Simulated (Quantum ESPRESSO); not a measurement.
# Ag under changes of volume

One of the cells (17.048 Å³/atom); the others are scaled copies at fixed shape and fractional positions:

```
Ag
1.0
     0.00000    2.04275    2.04275
     2.04275    0.00000    2.04275
     2.04275    2.04275    0.00000
Ag
1
Direct
  0.00000 0.00000 0.00000
```

```yaml
Program: Quantum ESPRESSO 7.5
Functional: r2SCAN
Potentials_or_basis: SG15 PBE 1.2
Cutoff: 952 eV
Density_cutoff: 3810 eV
k_mesh: 8 × 8 × 8
Occupations: fermi-dirac, width 0.05 eV
Spin: no spin polarisation
```

| volume (Å³/atom) | energy over the lowest point (meV/atom) | pressure (GPa) |
| --- | --- | --- |
| 16.025 | 34.00 | 9.6 |
| 16.366 | 17.04 | 6.4 |
| 16.707 | 6.30 | 3.7 |
| 17.048 | ? | ? |
| 17.389 | 0.00 | -0.6 |
| 17.730 | 2.93 | -2.3 |
| 18.071 | 9.37 | -3.9 |

Q: What does the run at 17.048 Å³/atom give?

A: Energy over the lowest point 0.91 meV/atom; pressure 1.4 GPa.

Worked out: A Birch-Murnaghan fit of order 3 (a polynomial in V^(-2/3)) to the other rows has its minimum at 17.29 Å³/atom with B0 = V·E''(V) = 97 GPa and B' = 6.8. It gives 0.85 meV/atom at 17.048 Å³/atom, against the run's 0.91, and -dE/dV = 1.4 GPa, against 1.4.

Energies are extrapolated to zero smearing.

Caveats: the potentials were made for another functional, which shifts forces and pressure.
